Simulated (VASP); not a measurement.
# NiO (P-6m2) in VASP: notebook

The runs below take NiO through single point, with LDA+U.

Everything below comes from runs of VASP 6.6.1. Logs are shortened: lines on timing, memory, paths and dates and some standing lists are left out, and cuts for length are marked.

## (1) The crystal as given

Symmetry: P-6m2, No. 187, hexagonal system. The conventional cell has a = 2.783 Å, b = 2.783 Å, c = 2.716 Å, α = 90.00°, β = 90.00°, γ = 120.00°. Ni (site symmetry -6m2) is surrounded by 6 O at 2.10 Å. O (site symmetry -6m2) is surrounded by 6 Ni at 2.10 Å.

Measurements of this composition are mostly on another form, of space group No. 225.

## (2) Single point, LDA+U, collinear spin, ferromagnetic start

INCAR

```
SYSTEM = NiO
PREC = Accurate
ENCUT = 520
EDIFF = 1E-7
ISMEAR = 0
SIGMA = 0.05
LREAL = .FALSE.
LASPH = .TRUE.
NELM = 100
ALGO = Normal
ISIF = 2
LWAVE = .FALSE.
LCHARG = .FALSE.
ISPIN = 2
MAGMOM = 1 0
LORBIT = 11
LMAXMIX = 4
LDAU = .TRUE.
LDAUTYPE = 2
LDAUL = 2 -1
LDAUU = 7 0
LDAUJ = 0 0
LDAUPRINT = 1
NBANDS = 19
```

KPOINTS

```
regular mesh
0
G
  8 8 7
  0 0 0
```

POSCAR

```
NiO
1.0
    2.7830607900      0.0000000000      0.0000000000
   -1.3915303900      2.4102013400      0.0000000000
    0.0000000000      0.0000000000      2.7161294400
Ni O
1 1
Direct
    0.0000000000      0.0000000000      0.0000000000
    0.6666666667      0.3333333333      0.5000000000
```

Potentials or basis: VASP PAW LDA potentials, release 64 (Ni, O).

Started as:

```
> cat potpaw_LDA.64/Ni/POTCAR potpaw_LDA.64/O/POTCAR > POTCAR
> mpirun -np 1 vasp_std > vasp.out
```

OUTCAR:

```text
SYSTEM = NiO
   PREC = Accurate
   ENCUT = 520
   EDIFF = 1E-7
   ISMEAR = 0
   LREAL = .FALSE.
   LASPH = .TRUE.
   NELM = 100
   ISIF = 2
   ISPIN = 2
   LORBIT = 11

 ion  position               nearest neighbor table
   1  0.000  0.000  0.000-   2 2.10   2 2.10   2 2.10   2 2.10   2 2.10   2 2.10
   2  0.667  0.333  0.500-   1 2.10   1 2.10   1 2.10   1 2.10   1 2.10   1 2.10

  LATTYP: Found a hexagonal cell.
 ALAT       =     2.7830607900
 C/A-ratio  =     0.9759504535

  Lattice vectors:

 A1 = (   2.7830607900,   0.0000000000,   0.0000000000)
 A2 = (  -1.3915303900,   2.4102013400,   0.0000000000)
 A3 = (   0.0000000000,   0.0000000000,   2.7161294400)

Analysis of symmetry for initial positions (statically):
=====================================================================
 Subroutine PRICEL returns:
 Original cell was already a primitive cell.

 Routine SETGRP: Setting up the symmetry group for a
 hexagonal supercell.

 Subroutine GETGRP returns: Found 12 space group operations
 (whereof 12 operations were pure point group operations)
 out of a pool of 24 trial point group operations.

The static configuration has the point symmetry D_3h.

Analysis of symmetry for dynamics (positions and initial velocities):
=====================================================================
 Subroutine PRICEL returns:
 Original cell was already a primitive cell.

 Routine SETGRP: Setting up the symmetry group for a
 hexagonal supercell.

 Subroutine GETGRP returns: Found 12 space group operations
 (whereof 12 operations were pure point group operations)
 out of a pool of 24 trial point group operations.

The dynamic configuration has the point symmetry D_3h.

Analysis of structural, dynamic, and magnetic symmetry:
=====================================================================
 Subroutine PRICEL returns:
 Original cell was already a primitive cell.

 Routine SETGRP: Setting up the symmetry group for a
 hexagonal supercell.

 Subroutine GETGRP returns: Found 12 space group operations
 (whereof 12 operations were pure point group operations)
 out of a pool of 24 trial point group operations.

The overall configuration has the point symmetry D_3h.

 Subroutine INISYM returns: Found 12 space group operations
 (whereof 12 operations are pure point group operations),
 and found     1 'primitive' translations

----------------------------------------------------------------------------------------

                                     Primitive cell

  volume of cell :      18.2191

  direct lattice vectors                    reciprocal lattice vectors
     2.783060790  0.000000000  0.000000000     0.359316621  0.207451548  0.000000000
    -1.391530390  2.410201340  0.000000000     0.000000000  0.414903097  0.000000000
     0.000000000  0.000000000  2.716129440     0.000000000  0.000000000  0.368170966

  length of vectors
     2.783060790  2.783060784  2.716129440     0.414903096  0.414903097  0.368170966

  position of ions in fractional coordinates (direct lattice)
     0.000000000  0.000000000  0.000000000
     0.666666667  0.333333333  0.500000000

  ion indices of the primitive-cell ions
   primitive index   ion index
                 1           1
                 2           2

----------------------------------------------------------------------------------------

 KPOINTS: regular mesh

Automatic generation of k-mesh.
 Grid dimensions read from file:
 generate k-points for:    8    8    7

 Generating k-lattice:

  Cartesian coordinates                     Fractional coordinates (reciprocal lattice)
     0.044914578  0.025931443  0.000000000     0.125000000 -0.000000000  0.000000000
     0.000000000  0.051862887  0.000000000     0.000000000  0.125000000  0.000000000
     0.000000000  0.000000000  0.052595852     0.000000000  0.000000000  0.142857143

  Length of vectors
     0.051862887  0.051862887  0.052595852

  Shift w.r.t. Gamma in fractional coordinates (k-lattice)
     0.000000000  0.000000000  0.000000000

 Subroutine IBZKPT returns following result:
 ===========================================

 Found     40 irreducible k-points:

 Following reciprocal coordinates:
            Coordinates               Weight
  0.000000  0.000000  0.000000      1.000000
  0.125000 -0.000000  0.000000      6.000000
  0.250000 -0.000000  0.000000      6.000000
  0.375000 -0.000000  0.000000      6.000000
  0.500000 -0.000000  0.000000      3.000000
  0.125000  0.125000  0.000000      6.000000
[... 16 lines left out ...]
  0.250000 -0.000000  0.285714     12.000000
  0.375000 -0.000000  0.285714     12.000000
 [... further k-points ...]
   k-points           NKPTS =     40   k-points in BZ     NKDIM =     40   number of bands    NBANDS=     19
   number of dos      NEDOS =    301   number of ions     NIONS =      2
   total plane-waves  NPLWV =  11520
   dimension x,y,z NGX =    24 NGY =   24 NGZ =   20
   dimension x,y,z NGXF=    48 NGYF=   48 NGZF=   40
[... 88 lines left out ...]

  o =  0.1608  v =  0.0000  0.0000  0.0000  0.0000  0.0000 -0.0000  0.9116 -0.0000 -0.4111 -0.0000      0.0000  0.0000  0.0000  0.0000  0.0000  0.0000  0.0000  0.0000  0.0000  0.0000
  o =  0.1608  v =  0.0000  0.0000  0.0000  0.0000  0.0000 -0.0000  0.4111 -0.0000  0.9116  0.0000      0.0000  0.0000  0.0000  0.0000  0.0000  0.0000  0.0000  0.0000  0.0000  0.0000
  o =  0.9823  v =  0.0000  0.0000  0.0000  0.0000  0.0000 -0.4948 -0.0000 -0.0000  0.0000 -0.8690      0.0000  0.0000  0.0000  0.0000  0.0000  0.0000  0.0000  0.0000  0.0000  0.0000
  o =  0.9823  v =  0.0000  0.0000  0.0000  0.0000  0.0000  0.8690  0.0000  0.0000  0.0000 -0.4948      0.0000  0.0000  0.0000  0.0000  0.0000  0.0000  0.0000  0.0000  0.0000  0.0000
  o =  0.9864  v =  0.0000  0.0000  0.0000  0.0000  0.0000  0.0000 -0.0000 -1.0000 -0.0000  0.0000      0.0000  0.0000  0.0000  0.0000  0.0000  0.0000  0.0000  0.0000  0.0000  0.0000
  o =  0.9877  v = -0.0000 -0.0000 -1.0000 -0.0000 -0.0000  0.0000  0.0000  0.0000  0.0000  0.0000      0.0000  0.0000  0.0000  0.0000  0.0000  0.0000  0.0000  0.0000  0.0000  0.0000
  o =  0.9896  v = -0.6262  0.0000 -0.0000 -0.0000  0.7797  0.0000  0.0000  0.0000  0.0000  0.0000      0.0000  0.0000  0.0000  0.0000  0.0000  0.0000  0.0000  0.0000  0.0000  0.0000
  o =  0.9896  v = -0.7797 -0.0000  0.0000 -0.0000 -0.6262  0.0000  0.0000  0.0000  0.0000  0.0000      0.0000  0.0000  0.0000  0.0000  0.0000  0.0000  0.0000  0.0000  0.0000  0.0000
  o =  1.0275  v =  0.0000  0.9116 -0.0000 -0.4111 -0.0000  0.0000  0.0000  0.0000  0.0000  0.0000      0.0000  0.0000  0.0000  0.0000  0.0000  0.0000  0.0000  0.0000  0.0000  0.0000
  o =  1.0275  v = -0.0000  0.4111 -0.0000  0.9116 -0.0000  0.0000  0.0000  0.0000  0.0000  0.0000      0.0000  0.0000  0.0000  0.0000  0.0000  0.0000  0.0000  0.0000  0.0000  0.0000

 number of electron      16.0000004 magnetization       1.9999936

 Free energy of the ion-electron system (eV)
  ---------------------------------------------------
  ext. energy  EPLUGINS =         0.00000000
  ---------------------------------------------------
  free energy    TOTEN  =       -10.65784668 eV

  energy without entropy =      -10.65784668  energy(sigma->0) =      -10.65784668

 E-fermi :   7.0839     XC(G=0): -13.1577

 val. band max:        6.8773936100   @ k =   0.0000   0.0000   0.0000
 cond. band min:       8.1798891765   @ k =   0.3750   0.2500   0.0000
 fundamental gap:      1.3024955665
 Fermi energy:         7.0838582472

 spin component 1

 k-point     1 :       0.0000    0.0000    0.0000
  band No.  band energies     occupation
      1     -12.2057      1.00000
      2      -0.2888      1.00000
      3       0.2549      1.00000
      4       0.2549      1.00000
      5       0.6923      1.00000
      6       0.6923      1.00000
[... 505 lines left out ...]
      6       2.0373      1.00000
[... 11 lines left out ...]
     18      39.6624      0.00000
     19      39.7733      0.00000

 [... further k-points ...]

 spin component 2

 k-point     1 :       0.0000    0.0000    0.0000
  band No.  band energies     occupation
      1     -11.8379      1.00000
      2       0.7658      1.00000
      3       1.7199      1.00000
      4       1.7199      1.00000
      5       4.8691      1.00000
      6       6.8774      1.00000
[... 505 lines left out ...]
      6       4.5221      1.00000
[... 11 lines left out ...]
     18      41.8760      0.00000
     19      42.7034      0.00000

 [... further k-points ...]

------------------------ aborting loop because EDIFF is reached ----------------------------------------

  FORCE on cell =-STRESS in cart. coord.  units (eV):
  Direction    XX          YY          ZZ          XY          YZ          ZX
  --------------------------------------------------------------------------------------
  -------------------------------------------------------------------------------------
  Total       -1.2634177     -1.2634177     -2.9218032     -0.0000000      0.0000000      0.0000000
  in kB     -111.1043454   -111.1043450   -256.9419742     -0.0000002      0.0000000      0.0000000
  external PRESSURE =    -159.7168882 kB  Pullay stress =       0.0000000 kB

 VOLUME and BASIS-vectors are now :
 -----------------------------------------------------------------------------
  energy-cutoff  :      520.00
  volume of cell :       18.22
      direct lattice vectors                 reciprocal lattice vectors
     2.783060790  0.000000000  0.000000000     0.359316621  0.207451548  0.000000000
    -1.391530390  2.410201340  0.000000000     0.000000000  0.414903097  0.000000000
     0.000000000  0.000000000  2.716129440     0.000000000  0.000000000  0.368170966

 POSITION                                       TOTAL-FORCE (eV/Angst)
 -----------------------------------------------------------------------------------
      0.00000      0.00000      0.00000         0.000000      0.000000      0.000000
      1.39153      0.80340      1.35806        -0.000000      0.000000      0.000000
 -----------------------------------------------------------------------------------
    total drift:                               -0.000000      0.000000      0.000000

  FREE ENERGIE OF THE ION-ELECTRON SYSTEM (eV)
  ---------------------------------------------------
  free  energy   TOTEN  =       -10.6578466792 eV

  energy  without entropy=      -10.6578466792  energy(sigma->0) =      -10.65784668

 total charge

# of ion       s       p       d       tot
------------------------------------------
    1        0.352   0.442   8.264   9.059
    2        1.543   3.424   0.000   4.967
--------------------------------------------------
tot          1.895   3.866   8.264  14.025

 magnetization (x)

# of ion       s       p       d       tot
------------------------------------------
    1        0.006   0.009   1.747   1.761
    2        0.015   0.207   0.000   0.222
--------------------------------------------------
tot          0.021   0.215   1.747   1.983
```

Run time: 28 s. Hardware: 1 thread of Intel Xeon Platinum 8488C (Sapphire Rapids), shared host; peak memory 0.14 GiB.

Results:

```yaml
Free_energy: -10.6578 eV
Pressure: -16.0 GPa
Band_gap_on_the_k_mesh: 1.30 eV, indirect (least direct gap 1.75 eV)
Net_moment: 2.00 μB per cell
Site_moments: Ni +1.76; O +0.22 μB
Valence_electrons_inside_the_program's_atomic_spheres: Ni 9.06; O 4.97
```

Stress tensor (GPa, compression positive):
```
-11.11   0.00   0.00
  0.00 -11.11   0.00
  0.00   0.00 -25.69
```

Levels at points of the mesh, in eV from the valence-band top:
Spin up:
| k point | band 5 | band 6 | band 7 | band 8 | band 9 | band 10 | band 11 | band 12 | band 13 | band 14 |
| --- | --- | --- | --- | --- | --- | --- | --- | --- | --- | --- |
| (0.00, 0.00, 0.00) | -6.19 | -6.19 | -2.42 | -0.63 | -0.63 | 1.75 | 13.63 | 16.84 | 16.84 | 19.46 |
| (0.50, 0.00, 0.00) | -6.52 | -4.81 | -4.00 | -2.32 | -0.74 | 6.39 | 9.65 | 14.17 | 17.51 | 18.21 |
Spin down:
```
           k point  band 5  band 6  band 7  band 8  band 9  band 10
(0.00, 0.00, 0.00)   -2.01    0.00    0.00    1.80    1.80     2.14
(0.50, 0.00, 0.00)   -2.92   -2.48   -1.81    1.63    3.04     6.72
```

Eigenvalues of the final occupation matrices:
| site | spin | trace | eigenvalues |
| --- | --- | --- | --- |
| site 1 d | 1 | 5.02 | 0.99 0.99 0.99 1.03 1.03 |
| site 1 d | 2 | 3.27 | 0.16 0.16 0.98 0.98 0.99 |

Caveat: an odd mesh through Γ misses points on the zone boundary, where band edges often lie; a cell with one magnetic atom can't hold antiferromagnetic order, which such compounds often take.

## (3) Single point, LDA+U, collinear spin, antiferromagnetic start

This run uses another cell than the first one: it holds 4 atoms, not 2.

INCAR

```
PREC = Accurate
ENCUT = 520
EDIFF = 1E-6
ISMEAR = 0
SIGMA = 0.05
LREAL = False
LASPH = True
NELM = 120
ALGO = Normal
ISIF = 2
LWAVE = False
LCHARG = False
ISPIN = 2
MAGMOM = 1 -1 0 0
LORBIT = 11
LMAXMIX = 4
LDAU = True
LDAUTYPE = 2
LDAUL = 2 -1
LDAUU = 7 0
LDAUJ = 0 0
LDAUPRINT = 1
GGA = CA
```

KPOINTS

```
regular mesh
0
Gamma
  7 4 7
```

POSCAR

```
NiO
1.0
    1.3915304000      2.4102013400      0.0000000000
   -4.1745911800      2.4102013400      0.0000000000
    0.0000000000      0.0000000000      2.7161294400
Ni O
2 2
Direct
    0.0000000000      0.0000000000      0.0000000000
    0.5000000000      0.5000000000      0.0000000000
    0.5000000000      0.8333333333      0.5000000000
    0.0000000000      0.3333333333      0.5000000000
```

Potentials or basis: VASP PAW LDA potentials, release 64 (Ni, O).

Started as:

```
> cat potpaw_LDA.64/Ni/POTCAR potpaw_LDA.64/O/POTCAR > POTCAR
> mpirun -np 1 vasp_std > vasp.out
```

Run time: 51 s. Hardware: 1 thread of Intel Xeon Platinum 8488C (Sapphire Rapids), shared host; peak memory 0.17 GiB.

Results (log left out):

* Free energy: -21.3862 eV
* Pressure: -16.6 GPa
* Largest force: 0.113 eV/Å
* Band gap on the k mesh: 2.00 eV
* Net moment: 0.00 μB per cell
* Site moments: Ni +1.72, -1.72; O +0.07, -0.07 μB
* Valence electrons inside the program's atomic spheres: Ni 9.06; O 4.96

Forces on the atoms (eV/Å):
```
Ni  -0.098  0.056  0.000
Ni  -0.098  0.056  0.000
O    0.098 -0.056  0.000
O    0.098 -0.056  0.000
```

Stress tensor (GPa, compression positive):
```
-11.80   0.11   0.00
  0.11 -11.68   0.00
  0.00   0.00 -26.45
```

Levels at points of the mesh, in eV from the valence-band top:
Spin up:
| k point | band 12 | band 13 | band 14 | band 15 | band 16 | band 17 | band 18 | band 19 | band 20 |
| --- | --- | --- | --- | --- | --- | --- | --- | --- | --- |
| (0.00, 0.00, 0.00) | -1.96 | -1.80 | -1.36 | -0.02 | 0.00 | 2.00 | 2.24 | 2.78 | 6.86 |
| (0.00, 0.50, 0.00) | -2.20 | -1.95 | -1.03 | -0.99 | -0.60 | 2.00 | 2.70 | 4.79 | 4.95 |
Spin down:
| k point | band 14 | band 15 | band 16 | band 17 | band 18 | band 19 |
| --- | --- | --- | --- | --- | --- | --- |
| (0.00, 0.00, 0.00) | -1.36 | -0.02 | 0.00 | 2.00 | 2.24 | 2.78 |
| (0.00, 0.50, 0.00) | -1.03 | -0.99 | -0.60 | 2.00 | 2.70 | 4.79 |

Eigenvalues of the final occupation matrices:
```
    site  spin  trace               eigenvalues
site 1 d     1   5.01  0.99 0.99 0.99 1.02 1.02
site 1 d     2   3.29  0.17 0.17 0.98 0.99 0.99
site 2 d     1   3.29  0.17 0.17 0.98 0.99 0.99
site 2 d     2   5.01  0.99 0.99 0.99 1.02 1.02
```

Caveat: an odd mesh through Γ misses points on the zone boundary, where band edges often lie.

## (4) Single point, LDA+U, collinear spin, zero start

INCAR

```
SYSTEM = NiO
ALGO = Normal
EDIFF = 1E-6
ENCUT = 520
ISIF = 2
ISMEAR = 0
ISPIN = 2
LASPH = .True.
LCHARG = .False.
LDAU = .True.
LDAUJ = 0 0
LDAUL = 2 -1
LDAUPRINT = 1
LDAUTYPE = 2
LDAUU = 7 0
LMAXMIX = 4
LORBIT = 11
LREAL = .False.
LWAVE = .False.
MAGMOM = 0 0
NELM = 150
PREC = Accurate
SIGMA = 0.05
```

KPOINTS

```
k-points
0
Gamma
  8 8 7
  0 0 0
```

POSCAR

```
NiO
1.0
    2.7830607900      0.0000000000      0.0000000000
   -1.3915303900      2.4102013400      0.0000000000
    0.0000000000      0.0000000000      2.7161294400
Ni O
1 1
Direct
    0.0000000000      0.0000000000      0.0000000000
    0.6666666667      0.3333333333      0.5000000000
```

Started as:

```
> cat potpaw_LDA.64/Ni/POTCAR potpaw_LDA.64/O/POTCAR > POTCAR
> mpirun -np 1 vasp_std > vasp.out
```

Run time: 15 s. Hardware: 1 thread of Intel Xeon Platinum 8488C (Sapphire Rapids), shared host; peak memory 0.13 GiB.

It converged, with:

```
Free energy                                           : -8.8644 eV
Pressure                                              : -30.5 GPa
Band gap on the k mesh                                : none (metal or under the smearing width)
Net moment                                            : 0.00 μB per cell
Valence electrons inside the program's atomic spheres : Ni 9.29; O 4.84
```

Stress tensor (GPa, compression positive):
```
-26.97   0.00   0.00
  0.00 -26.97   0.00
  0.00   0.00 -37.60
```

Levels at points of the mesh, in eV from the Fermi level:
Spin up:
```
           k point  band 6  band 7  band 8  band 9  band 10  band 11
(0.00, 0.00, 0.00)   -0.90   -0.90   -0.23   -0.23     2.36    14.69
(0.50, 0.00, 0.00)   -1.74   -1.50   -1.06    0.93     7.13    10.12
```
Spin down:
```
           k point  band 4  band 5  band 6  band 7  band 8  band 9  band 10  band 11  band 12
(0.00, 0.00, 0.00)   -4.39   -2.82   -0.90   -0.90   -0.23   -0.23     2.36    14.69    17.77
(0.50, 0.00, 0.00)   -4.03   -3.21   -1.74   -1.50   -1.06    0.93     7.13    10.12    15.19
```

Eigenvalues of the final occupation matrices:
```csv
site,spin,trace,eigenvalues
site 1 d,1,4.32,0.71 0.71 0.96 0.96 0.98
site 1 d,2,4.32,0.71 0.71 0.96 0.96 0.98
```

Caveat: a pressure of tens of GPa on the cell as given is suspect, and the run, the potentials or the cell itself is likely at fault.

## (5) The reference run

An earlier run on the cell as given: functional PBE; potentials or basis VASP PAW PBE potentials, release 64 (Ni, O); cutoff 520 eV; k mesh 11 × 11 × 10; occupations fermi-dirac, width 0.05 eV; collinear spin, ferromagnetic start; starting moments [1.0, 0.0] μB.

* Pressure: 4.8 GPa
* Band gap on the k mesh: none (metal or under the smearing width)
* Net moment: 1.84 μB per cell
* Site moments: Ni +1.39; O +0.40 μB
* Valence electrons inside the program's atomic spheres: Ni 9.01; O 4.95

## (6) The runs side by side

| level | potentials or basis | spin | U | k mesh | smearing | supercell matrix | gap on the mesh (eV) | pressure (GPa) | moment (μB) |
| --- | --- | --- | --- | --- | --- | --- | --- | --- | --- |
| LDA+U | VASP PAW LDA potentials, release 64 (Ni, O) | collinear, ferromagnetic start | Ni d U = 7 eV | 8 × 8 × 7 | gaussian 0.05 eV | - | 1.30 | -16.0 | 2.00 |
| LDA+U | VASP PAW LDA potentials, release 64 (Ni, O) | collinear, antiferromagnetic start | Ni d U = 7 eV | 7 × 4 × 7 | gaussian 0.05 eV | [1, 1, 0, -1, 1, 0, 0, 0, 1] | 2.00 | -16.6 | 0.00 |
| LDA+U | VASP PAW LDA potentials, release 64 (Ni, O) | collinear, zero start | Ni d U = 7 eV | 8 × 8 × 7 | gaussian 0.05 eV | - | none | -30.5 | 0.00 |
| PBE | VASP PAW PBE potentials, release 64 (Ni, O) | collinear, ferromagnetic start | - | 11 × 11 × 10 | fermi-dirac 0.05 eV | - | none | 4.8 | 1.84 |

Alike in all rows: task single point; cell as given; cutoff (eV) 520.

Caveats: an odd mesh through Γ misses points on the zone boundary, where band edges often lie (some runs); a cell with one magnetic atom can't hold antiferromagnetic order, which such compounds often take (some runs); a pressure of tens of GPa on the cell as given is suspect, and the run, the potentials or the cell itself is likely at fault (some runs); semilocal functionals often make such compounds metallic where correlation or magnetic order opens a gap, which also shifts bond lengths (some runs).

Total energies depend on the potentials used, so only differences within one code and one set of settings carry meaning.
